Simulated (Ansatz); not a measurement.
Nb: energy against volume and a worked fit

```
Nb
1.0
    -1.66395    1.66395    1.66395
     1.66395   -1.66395    1.66395
     1.66395    1.66395   -1.66395
Nb
1
Direct
  0.00000 0.00000 0.00000
```

The cell was scaled at fixed shape and fractions and run with Ansatz, Ansatz PAW, cutoff 420 eV; RPBE+D4, k mesh 11 × 11 × 11 on the cell of 1 atom, fermi-dirac occupations of 0.05 eV, no spin polarisation, no spin-orbit coupling. The potentials were made for PBE. Energies are those that the program minimises, any entropy of the smearing included. For a metal such a mesh isn't converged to the digits shown.

```csv
V (Å³/atom),energy over the lowest row (meV/atom)
17.3224,13.54
17.6910,2.46
18.0595,0.00
18.4281,?
18.7967,18.26
19.1652,37.69
19.5338,63.16
```

**Question.** Fit the third-order Birch-Murnaghan form, give V0, B0 and B′, and predict the energy left open.

**Answer.** With y = (V0/V)^(2/3), E = E0 + (9 V0 B0/16) [(y - 1)³ B′ + (y - 1)² (6 - 4y)]. Least squares through the rows shown give V0 = 17.9835 Å³/atom, E0 = -0.16 meV, B0 = 171.2 GPa (1 eV/Å³ = 160.218 GPa) and B′ = 3.32, with a largest miss of 0.02 meV. At V = 18.4281 the form with these constants gives 5.51 meV; the run gave 5.48 meV an atom. Measured volume: 17.98 Å³/atom at 291.15 K (a printed reference work), so the fit lies +0.0 % from it. The runs are for a static lattice.
